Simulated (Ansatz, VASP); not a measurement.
# HBr: VASP beside Ansatz

```
H Br
1.0
     5.44591    0.00000    0.00000
     0.00000    5.44591    0.00000
     0.00000    0.00000    3.49271
H Br
2 2
Direct
  0.00000 0.00000 0.00000
  0.50000 0.50000 0.50000
  0.00000 0.00000 0.50000
  0.50000 0.50000 0.00000
```

Change from the starting cell: strain along c alone, the other axes held, atoms relaxed: +4.5 %.

Alike in both runs: task single point; functional PBEsol; k mesh 6 × 6 × 8; occupations gaussian, width 0.02 eV; no spin polarisation.

|  | VASP | Ansatz |
| --- | --- | --- |
| version | VASP 6.6.1 | Ansatz 0.2.0 |
| potentials or method | VASP PAW PBE potentials, release 64 (H, Br) | scalar-relativistic, plane waves, PAW |
| plane-wave cutoff (eV) | 520 | 420 |
| valence electrons in the cell | 16 | 16 |

Ansatz gave:

| Property | Result |
| --- | --- |
| gap on the k mesh at the Fermi level (eV) | 0.96 |
| least direct gap on the mesh (eV) | 1.17 |
| pressure (GPa) | -2.6 |
| largest component of the traceless stress (GPa) | 5.15 |

**Question.** Which values does VASP return?

**Answer.** gap on the k mesh at the Fermi level (eV): 0.95; least direct gap on the mesh (eV): 1.17; pressure (GPa): -2.6; largest component of the traceless stress (GPa): 5.11.

Caveats: the PAW data sets were made with another functional, which shifts forces and pressure a little (VASP). A k mesh can miss the band edges.
